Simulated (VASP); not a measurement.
Wanted: the native input for a VASP 6.6.1 run.

* Task: single point
* Functional: r2SCAN
* Potentials or basis: VASP PAW PBE potentials, release 64 (C, Si)
* Cutoff: 520 eV
* k mesh: 20 × 20 × 20
* Occupations: gaussian, width 0.05 eV
* Spin: no spin polarisation
* Dipole correction: no
* Further INCAR settings: ALGO = Normal; EDIFF = 1e-06; NBANDS = 11

SiC:

```
C Si
1.0
     0.00000    1.89921    1.89921
     1.89921    0.00000    1.89921
     1.89921    1.89921    0.00000
C Si
1 1
Direct
  0.00000 0.00000 0.00000
  0.50000 0.50000 0.50000
```

The cell was built by a generator and needn't be a form met in nature.

One way to write it, as run:

POSCAR

```
SiC
1.0
    0.0000000000      1.8992121228      1.8992121228
    1.8992121228      0.0000000000      1.8992121228
    1.8992121228      1.8992121228      0.0000000000
C Si
1 1
Direct
    0.0000000000      0.0000000000      0.0000000000
    0.5000000000      0.5000000000      0.5000000000
```

INCAR.step1

```
SYSTEM = SiC
PREC = Accurate ; ENCUT = 520
ISMEAR = 0 ; SIGMA = 0.05
LREAL = .FALSE. ; LASPH = .TRUE.
NELM = 80 ; NBANDS = 11
GGA = PE ; ALGO = Normal
EDIFF = 1E-4 ; LWAVE = .TRUE.
LCHARG = .FALSE.
```

INCAR.step2

```
SYSTEM = SiC
PREC = Accurate ; ENCUT = 520
EDIFF = 1E-6 ; ISMEAR = 0
SIGMA = 0.05 ; LREAL = .FALSE.
LASPH = .TRUE. ; NELM = 80
ALGO = Normal ; ISIF = 2
LWAVE = .FALSE. ; LCHARG = .FALSE.
METAGGA = R2SCAN ; LMIXTAU = .TRUE.
NBANDS = 11 ; ISTART = 1
```

KPOINTS

```
Automatic mesh
0
G
  20 20 20
  0 0 0
```

Potentials or basis: VASP PAW PBE potentials, release 64 (C, Si).

The run is started by

```console
$ cat potpaw_PBE.64/C/POTCAR potpaw_PBE.64/Si/POTCAR > POTCAR
$ cp INCAR.step1 INCAR
$ mpirun -np 1 vasp_std > vasp.out
$ cp INCAR.step2 INCAR
$ mpirun -np 1 vasp_std > vasp.out
```

It gave:

```
Pressure               : 69.9 GPa
Band gap on the k mesh : 0.79 eV, indirect (least direct gap 6.19 eV)
```

Caveat: a pressure of tens of GPa on the cell as given is suspect, and the run, the potentials or the cell itself is likely at fault; the PAW data sets were made with another functional, which shifts forces and pressure a little.

It took 52 s on 1 thread of Intel(R) Xeon(R) 6975P-C (Granite Rapids) (shared host), peak memory 0.15 GiB.
